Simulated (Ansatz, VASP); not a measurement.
## AlGaAs2: VASP beside Ansatz

```
CELL_PARAMETERS angstrom
3.97601 0.00000 0.00000
0.00000 3.97601 0.00000
0.00000 0.00000 5.60063
ATOMIC_POSITIONS crystal
Al 0.50000 0.50000 0.50000
Ga 0.00000 0.00000 0.00000
As 0.50000 0.00000 0.75018
As 0.00000 0.50000 0.24982
```

Alike in both runs: functional LDA; k mesh 6 × 6 × 4; occupations gaussian, width 0.1 eV; no spin polarisation.

Ansatz relaxed the structure, and its values are those at the end. VASP's run is a single point on that final structure, the one shown.

|  | VASP | Ansatz |
| --- | --- | --- |
| version | VASP 6.6.1 | Ansatz 0.2.0 |
| potentials or method | VASP PAW LDA potentials, release 64 (Al, Ga_d, As) | scalar-relativistic, plane waves, PAW |
| plane-wave cutoff (eV) | 520 | 420 |
| valence electrons in the cell | 26 | 46 |

```csv
,VASP,Ansatz,Ansatz less VASP
gap on the k mesh at the Fermi level (eV),1.04,1.03,-0.013
least direct gap on the mesh (eV),1.09,1.06,-0.031
pressure (GPa),0.4,0.1,-0.34
```

The two sets of potentials don't hold the same shells in valence.

A k mesh can miss the band edges.
